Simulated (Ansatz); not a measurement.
# BaTiO3: the cost of one run

Program: Ansatz 0.2.0. Level of theory: DFT PBE, scalar-relativistic, plane waves, PAW. These are calculated values, not measurements.

2 further runs of the same task are left out: 2 set aside as unsound or not needed.

### 1 The starting structure

The structure is tetragonal, space group P4mm (No. 99). Conventional cell: a = 3.985 Å, b = 3.985 Å, c = 4.200 Å, α = 90.00°, β = 90.00°, γ = 90.00°. Around Ba (site symmetry 4mm) lie 12 O at 2.80 to 2.99 Å. Ti (site symmetry 4mm) has 5 O at 1.81 to 2.00 Å as nearest neighbours. O (site symmetry 2mm) has 2 Ti at 2.00 Å and 2 Ba at 2.80 Å as nearest neighbours. O (site symmetry 4mm) is surrounded by 1 Ti at 1.81 Å.

Coordinates:

```cif
data_structure
_symmetry_space_group_name_H-M 'P 1'
_symmetry_Int_Tables_number 1
_cell_length_a 3.9854
_cell_length_b 3.9854
_cell_length_c 4.2005
_cell_angle_alpha 90.000
_cell_angle_beta 90.000
_cell_angle_gamma 90.000
_cell_volume 66.72
loop_
_atom_site_label
_atom_site_type_symbol
_atom_site_fract_x
_atom_site_fract_y
_atom_site_fract_z
_atom_site_occupancy
Ba1 Ba 0.50000 0.50000 0.59128 1
Ti1 Ti 0.00000 0.00000 0.10842 1
O1 O 0.00000 0.50000 0.06024 1
O2 O 0.50000 0.00000 0.06024 1
O3 O 0.00000 0.00000 0.53981 1
```

It goes back to an entry of the Materials Project.

This cell was relaxed beforehand with the same method: volume 13.34 Å³/atom, gap on the mesh 1.84 eV.

The unstrained cell comes from an earlier run at this level (5 atoms, E(σ→0) -10159.6190 eV, gap 1.84 eV over the zone).

### 2 At -1.5 %

Contents of input.yaml:

```yaml
crystal:
  lattice:
    - [3.9256680472, 0.0, 0.0]
    - [0.0, 3.9256680472, 0.0]
    - [0.0, 0.0, 4.238286996]
  atoms:
    - { symbol: Ba, position: [0.5, 0.5, 0.5912757181] }
    - { symbol: Ti, position: [0.0, 0.0, 0.1084227154] }
    - { symbol: O, position: [0.0, 0.5, 0.0602445495] }
    - { symbol: O, position: [0.5, 0.0, 0.0602445495] }
    - { symbol: O, position: [0.0, 0.0, 0.5398094574] }
basis:
  ecutwfc: 420
kpoints:
  mp_grid: { grid: [8, 8, 6] }
hamiltonian:
  xc: pbe
scf:
  occupations: { method: gaussian, width: 0.02 }
output:
  forces: true
  stress: true
  eigenvalues: true
relax:
  adjacent_minimum: "off"
  f_tol: 0.008
  max_steps: 40
  cell: { stress_tol: 0.015, fix: [a, b, gamma] }
```

Launch:

```bash
$ ansatz run input.yaml --threads 1 --pin off --max-ram 2560MiB --backend cpu --events-out ev --progress --plain --runs-dir out
```

Q: Estimate wall time and peak memory on 1 thread of Intel Xeon Platinum 8488C (Sapphire Rapids), shared host.

About 2.1 min, with a peak of 0.43 GiB.
